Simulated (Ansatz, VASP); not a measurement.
**TiFe: VASP beside Ansatz**

Aim: how closely do two programs agree when they are given the same cell, functional and k mesh? The cell is taken from a series of runs on this material, whose earlier steps may have relaxed, scaled, displaced or heated it; both programs get it as it stands.

Calculated with Ansatz 0.2.0; plane waves, with VASP 6.6.1 beside it; relaxation of cell and atoms at BLYP.

## (1) The structure

The structure is cubic, space group Pm-3m (No. 221). Conventional cell: a = 2.976 Å, b = 2.976 Å, c = 2.976 Å, α = 90.00°, β = 90.00°, γ = 90.00°. Nearest to Ti lie 8 Fe at 2.58 Å. Fe has 8 Ti at 2.58 Å nearest. Farther neighbours are not listed.

As a file:

```cif
data_structure
_symmetry_space_group_name_H-M 'Pm-3m'
_symmetry_Int_Tables_number 221
_cell_length_a 2.9760
_cell_length_b 2.9760
_cell_length_c 2.9760
_cell_angle_alpha 90.000
_cell_angle_beta 90.000
_cell_angle_gamma 90.000
_cell_volume 26.36
loop_
_atom_site_label
_atom_site_type_symbol
_atom_site_symmetry_multiplicity
_atom_site_Wyckoff_symbol
_atom_site_fract_x
_atom_site_fract_y
_atom_site_fract_z
_atom_site_occupancy
Ti1 Ti 1 b 0.50000 0.50000 0.50000 1
Fe1 Fe 1 a 0.00000 0.00000 0.00000 1
```

## (2) VASP: relaxation of cell and atoms, BLYP

The relaxed volume is the usual yardstick between codes: in a stiff, nearly cubic crystal its relative difference is about their pressure difference at one cell divided by the bulk modulus.

Lines of VASP's logs that name or quote its potential files are left out, and so is its time.

Input file INCAR:

```
SYSTEM = TiFe
PREC = Accurate
ENCUT = 600
EDIFF = 1E-07
NELM = 120
ISMEAR = 1
SIGMA = 0.25
LREAL = .FALSE.
ALGO = Normal
GGA = B5
ALDAX = 1
AGGAX = 1
AGGAC = 1
ALDAC = 0
NBANDS = 16
LASPH = .TRUE.
LORBIT = 11
LWAVE = .FALSE.
LCHARG = .FALSE.
ISIF = 3
IBRION = 2
NSW = 80
EDIFFG = -0.005
GGA_COMPAT = .FALSE.
NELMIN = 4
KPAR = 2
```

Input file POSCAR:

```
TiFe
1.0
    2.9760000000      0.0000000000      0.0000000000
    0.0000000000      2.9760000000      0.0000000000
    0.0000000000      0.0000000000      2.9760000000
Ti Fe
1 1
Direct
    0.5000000000      0.5000000000      0.5000000000
    0.0000000000      0.0000000000      0.0000000000
```

Input file KPOINTS:

```
Automatic mesh
0
Gamma
20 20 20
0 0 0
```

The projector-augmented-wave data sets are Ti_sv and Fe (PBE family, release 64).

The run is started by

```sh
$ mpirun -np 2 vasp_std
```

Numbers of over 12 decimals in the logs are rounded to 6 here.

Log:

```text
[banner, memory and clock lines left out]
running    2 mpi-ranks, on    1 nodes
 distrk:  each k-point on    1 cores,    2 groups
 distr:  one band on    1 cores,    1 groups

 POSCAR found type information on POSCAR TiFe
 POSCAR found :  2 types and       2 ions
|                                                                             |
|               ----> ADVICE to this user running VASP <----                  |
|                                                                             |
|     You enforced a specific xc type in the INCAR file but a different       |
|     [... a line on the potential file left out ...]
|     I HOPE YOU KNOW WHAT YOU ARE DOING!                                     |
|                                                                             |

 LDA part: xc-table for (Slater(with rela. corr.)+VWN5), standard interpolation
 POSCAR, INCAR and KPOINTS ok, starting setup
 FFT: planning ... GRIDC
 FFT: planning ... GRID_SOFT
 FFT: planning ... GRID
 WAVECAR not read
 entering main loop
       N       E                     dE             d eps       ncg     rms          rms(c)
DAV:   1     0.168148810486E+03    0.16815E+03   -0.11476E+04  9272   0.178E+03
DAV:   2    -0.314173786889E+01   -0.17129E+03   -0.16606E+03  9656   0.384E+02
DAV:   3    -0.163936226345E+02   -0.13252E+02   -0.13105E+02 15296   0.101E+02
DAV:   4    -0.169316787227E+02   -0.53806E+00   -0.53726E+00 10448   0.163E+01
DAV:   5    -0.169524410391E+02   -0.20762E-01   -0.20761E-01 13128   0.315E+00    0.137E+01
DAV:   6    -0.155322221993E+02    0.14202E+01   -0.13759E+01 11008   0.497E+01    0.910E+00
DAV:   7    -0.167305279688E+02   -0.11983E+01   -0.19626E+01 12424   0.418E+01    0.188E+01
DAV:   8    -0.148356952403E+02    0.18948E+01   -0.86970E+00 13232   0.285E+01    0.250E+00
DAV:   9    -0.148346507082E+02    0.10445E-02   -0.18295E-01  9448   0.447E+00    0.157E+00
DAV:  10    -0.148319030739E+02    0.27476E-02   -0.46775E-02 12248   0.275E+00    0.320E-01
DAV:  11    -0.148311533611E+02    0.74971E-03   -0.42952E-03 11104   0.782E-01    0.162E-01
DAV:  12    -0.148309507425E+02    0.20262E-03   -0.45931E-04 11600   0.173E-01    0.563E-02
DAV:  13    -0.148309259287E+02    0.24814E-04   -0.60148E-05 10080   0.827E-02    0.258E-02
DAV:  14    -0.148309218611E+02    0.40676E-05   -0.15822E-05 11688   0.371E-02    0.449E-03
DAV:  15    -0.148309219180E+02   -0.56961E-07   -0.15154E-06 10312   0.157E-02    0.121E-03
DAV:  16    -0.148309220486E+02   -0.13056E-06   -0.33258E-08  4720   0.196E-03    0.710E-04
DAV:  17    -0.148309220783E+02   -0.29715E-07   -0.25179E-08  4600   0.201E-03
   1 F= -.14830922E+02 E0= -.14833484E+02  d E =-.148309E+02
 curvature:   0.00 expect dE= 0.000E+00 dE for cont linesearch  0.000E+00
 trial: gam= 0.00000 g(F)=  0.000E+00 g(S)=  0.434E-02 ort = 0.000E+00 (trialstep = 0.100E+01)
 search vector abs. value=  0.434E-02
 bond charge predicted
       N       E                     dE             d eps       ncg     rms          rms(c)
DAV:   1    -0.149119861404E+02   -0.81064E-01   -0.18440E+00  9256   0.194E+01    0.257E+00
DAV:   2    -0.149513043714E+02   -0.39318E-01   -0.11182E+00 10592   0.128E+01    0.434E+00
DAV:   3    -0.148454872914E+02    0.10582E+00   -0.87366E-01 13328   0.988E+00    0.159E+00
DAV:   4    -0.148288562459E+02    0.16631E-01   -0.54765E-02 13360   0.227E+00    0.262E-01
DAV:   5    -0.148297185969E+02   -0.86235E-03   -0.36758E-03 14432   0.463E-01    0.227E-01
DAV:   6    -0.148302941834E+02   -0.57559E-03   -0.10935E-03 14328   0.202E-01    0.155E-01
DAV:   7    -0.148306606419E+02   -0.36646E-03   -0.95302E-04 13384   0.245E-01    0.237E-02
DAV:   8    -0.148306679364E+02   -0.72945E-05   -0.17210E-04 10864   0.863E-02    0.273E-02
DAV:   9    -0.148306739392E+02   -0.60028E-05   -0.20489E-05 11248   0.405E-02    0.235E-03
DAV:  10    -0.148306742967E+02   -0.35747E-06   -0.15546E-06 12496   0.102E-02    0.547E-04
DAV:  11    -0.148306742784E+02    0.18294E-07   -0.32943E-08  5024   0.182E-03
   2 F= -.14830674E+02 E0= -.14833411E+02  d E =0.247800E-03
 trial-energy change:    0.000248  1 .order    0.000245   -0.004335    0.004826
 step:   0.4732(harm=  0.4732)  dis= 0.00000  next Energy=   -14.831948 (dE=-0.103E-02)
 bond charge predicted
       N       E                     dE             d eps       ncg     rms          rms(c)
DAV:   1    -0.148544256417E+02   -0.23751E-01   -0.50854E-01  9328   0.101E+01    0.135E+00
DAV:   2    -0.148652297421E+02   -0.10804E-01   -0.29916E-01 10488   0.672E+00    0.228E+00
DAV:   3    -0.148366826451E+02    0.28547E-01   -0.23859E-01 13056   0.512E+00    0.884E-01
DAV:   4    -0.148314338233E+02    0.52488E-02   -0.17266E-02 13456   0.129E+00    0.120E-01
DAV:   5    -0.148316792937E+02   -0.24547E-03   -0.10164E-03 13448   0.186E-01    0.120E-01
DAV:   6    -0.148319061957E+02   -0.22690E-03   -0.50553E-04 16768   0.133E-01    0.551E-02
DAV:   7    -0.148319429332E+02   -0.36738E-04   -0.10864E-04 12520   0.828E-02    0.735E-03
DAV:   8    -0.148319444900E+02   -0.15567E-05   -0.19818E-05 11184   0.273E-02    0.121E-02
DAV:   9    -0.148319443269E+02    0.16304E-06   -0.50747E-06 10280   0.215E-02    0.210E-03
DAV:  10    -0.148319444336E+02   -0.10664E-06   -0.20262E-07  9584   0.412E-03    0.306E-04
DAV:  11    -0.148319444298E+02    0.37544E-08   -0.95749E-09  4592   0.106E-03
   3 F= -.14831944E+02 E0= -.14834588E+02  d E =-.102235E-02
 curvature:  -0.24 expect dE=-0.117E-06 dE for cont linesearch -0.117E-06
 trial: gam= 0.00000 g(F)=  0.175E-64 g(S)=  0.495E-06 ort =-0.463E-04 (trialstep = 0.895E+00)
 search vector abs. value=  0.495E-06
 reached required accuracy - stopping structural energy minimisation
```

Parts of OUTCAR (step 2):

```text
ion  position               nearest neighbor table
   1  0.500  0.500  0.500-   2 2.58   2 2.58   2 2.58   2 2.58   2 2.58   2 2.58   2 2.58   2 2.58

  LATTYP: Found a simple cubic cell.
 ALAT       =     2.9760000000

 Subroutine GETGRP returns: Found 48 space group operations
 (whereof 48 operations were pure point group operations)

The static configuration has the point symmetry O_h .

 Found    286 irreducible k-points:

   k-points           NKPTS =    286   k-points in BZ     NKDIM =    286   number of bands    NBANDS=     16

   dimension x,y,z NGX =    24 NGY =   24 NGZ =   24
   dimension x,y,z NGXF=    48 NGYF=   48 NGZF=   48

   ENCUT  =  600.0 eV  44.10 Ry    6.64 a.u.   5.94  5.94  5.94*2*pi/ulx,y,z

   NELECT =      20.0000    total number of electrons

 k-points in reciprocal lattice and weights: Automatic mesh
   0.00000000  0.00000000  0.00000000       0.000
   0.05000000  0.00000000  0.00000000       0.001
   0.10000000  0.00000000  0.00000000       0.001
   0.15000000  0.00000000  0.00000000       0.001
   0.20000000  0.00000000  0.00000000       0.001
   0.25000000  0.00000000  0.00000000       0.001
   0.30000000  0.00000000  0.00000000       0.001
   0.35000000  0.00000000  0.00000000       0.001
   0.40000000  0.00000000  0.00000000       0.001
[...]
0.50000000  0.50000000  0.45000000       0.001
   0.50000000  0.50000000  0.50000000       0.000

 average (electrostatic) potential at core
       1 -72.3976       2 -40.7119

 E-fermi :   8.6374

 k-point     1 :       0.0000    0.0000    0.0000
  band No.  band energies     occupation
    ...
      6       5.0860      2.00000
      7       5.0861      2.00000
      8       7.5613      2.00000
      9       7.5613      2.00000
     10       7.5613      2.00000
     11       9.8100     -0.00000
     12       9.8100     -0.00000
     13      11.5242     -0.00000
     14      11.5242     -0.00000
     15      11.5242     -0.00000
    ...

 k-point     2 :       0.0500    0.0000    0.0000
  band No.  band energies     occupation
    ...
      6       5.1097      2.00000
      7       5.1118      2.00000
      8       7.5579      2.00000
      9       7.5579      2.00000
     10       7.5723      2.00000
     11       9.7809     -0.00000
     12       9.8215     -0.00000
     13      11.4537     -0.00000
     14      11.4537     -0.00000
     15      11.5105     -0.00000
    ...

 k-point     3 :       0.1000    0.0000    0.0000
  band No.  band energies     occupation
    ...
      6       5.1801      2.00000
      7       5.1858      2.00000
      8       7.5486      2.00000
      9       7.5486      2.00000
     10       7.6044      2.00000
     11       9.6948     -0.00000
     12       9.8539     -0.00000
     13      11.2589     -0.00000
     14      11.2589     -0.00000
     15      11.4703     -0.00000
    ...

  Total       -0.0026154     -0.0026154     -0.0026154      0.0000000      0.0000000     -0.0000000
  in kB       -0.1576597     -0.1576597     -0.1576597      0.0000000      0.0000000     -0.0000000
  external PRESSURE =      -0.1576597 kB  Pullay stress =       0.0000000 kB

  energy-cutoff  :      600.00
  volume of cell :       26.58
      direct lattice vectors                 reciprocal lattice vectors
     2.984314416  0.000000000  0.000000000     0.335085336 -0.000000000 -0.000000000
     0.000000000  2.984314416 -0.000000000    -0.000000000  0.335085336 -0.000000000
     0.000000000  0.000000000  2.984314416    -0.000000000  0.000000000  0.335085336

 POSITION                                       TOTAL-FORCE (eV/Angst)
 -----------------------------------------------------------------------------------
      1.49216      1.49216      1.49216         0.000000      0.000000      0.000000
      0.00000      0.00000      0.00000        -0.000000     -0.000000      0.000000
 -----------------------------------------------------------------------------------
    total drift:                                0.000000      0.000000     -0.000000

  FREE ENERGIE OF THE ION-ELECTRON SYSTEM (eV)
  ---------------------------------------------------
  free  energy   TOTEN  =       -14.8319444298 eV

  energy  without entropy=      -14.8398761197  energy(sigma->0) =      -14.83458833

 reached required accuracy - stopping structural energy minimisation

 total charge
# of ion       s       p       d       tot
------------------------------------------
    1        2.255   6.184   1.921  10.359
    2        0.504   0.456   6.408   7.369
--------------------------------------------------
tot          2.759   6.641   8.328  17.728

[... 3 further parts left out ...]
```

This run has no spin polarisation, so a moment on Fe, if there is one, isn't seen.

(Continued in part 2 of 2.)

[Lines on the potential files, build, host, timing and source positions are cut from VASP's logs without a mark.]

[Logs are printed without paths, hosts, clocks, repeated set-up lines and the standing remarks that a program may print on its own settings, such as how far it seeks lower states.]

[Hosts, paths, dates, database ids (printed as entryN), source tags and the programs' standing remarks are cut or masked in the printed files.]
